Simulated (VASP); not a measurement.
Runs of VASP 6.6.1 on PtS2. It takes space group P-3m1 (No. 164, trigonal). Conventional cell: a = 3.543 Å, b = 3.543 Å, c = 5.039 Å, α = 90.00°, β = 90.00°, γ = 120.00°. Around Pt (site symmetry -3m) lie 6 S at 2.34 Å. Around S (site symmetry 3m) lie 3 Pt at 2.34 Å. 

```tsv
task	level	cell	cutoff (eV)	smearing	gap on the mesh (eV)	pressure (GPa)	relaxed volume (Å³/atom)	largest force (eV/Å)
single point	PBE	as given	520	gaussian 0.013 eV	(a)	11.1	-	1.21
relaxation of cell and atoms	BEEF-vdW	relaxed	600	fermi-dirac 0.05 eV	1.35	0.0	21.57	-
relaxation of cell and atoms	vdW-DF	relaxed	600	fermi-dirac 0.05 eV	1.17	-0.1	(c)	-
relaxation of cell and atoms	rev-vdW-DF2	relaxed	600	fermi-dirac 0.05 eV	0.38	0.0	18.14	0.02
relaxation of cell and atoms	optB86b-vdW	relaxed	600	fermi-dirac 0.05 eV	0.45	0.0	18.25	-
relaxation of cell and atoms	vdW-DF-cx	relaxed	600	fermi-dirac 0.05 eV	0.21	0.0	(b)	0.02
relaxation of cell and atoms	vdW-DF2	relaxed	600	fermi-dirac 0.05 eV	0.91	0.0	21.26	-
relaxation of cell and atoms	optB88-vdW	relaxed	600	fermi-dirac 0.05 eV	0.63	0.0	18.95	-
```

Alike in all rows: potentials or basis VASP PAW PBE potentials, release 64 (Pt, S); no spin polarisation; k mesh 9 × 9 × 5.

Q: Fill in the values left out.

A: (a) 1.03; (b) 17.56; (c) 21.44.

Caveats: spin-orbit coupling is left out, which moves the levels of the heavy elements; an odd mesh through Γ misses points on the zone boundary, where band edges often lie; the PAW data sets were made with another functional, which shifts forces and pressure a little (some runs); the volume moved by over 15 % at a fixed basis, so the end points are rough (some runs); forces of over 1 eV/Å show positions far from the minimum, so gaps and moduli don't describe the material at rest (some runs); the volume moved by +18 % from the deposited cell, more than functionals usually miss (some runs); the volume moved by +17 % from the deposited cell, more than functionals usually miss (some runs).

A k mesh can miss the band edges, and the runs leave out spin-orbit coupling on Pt.
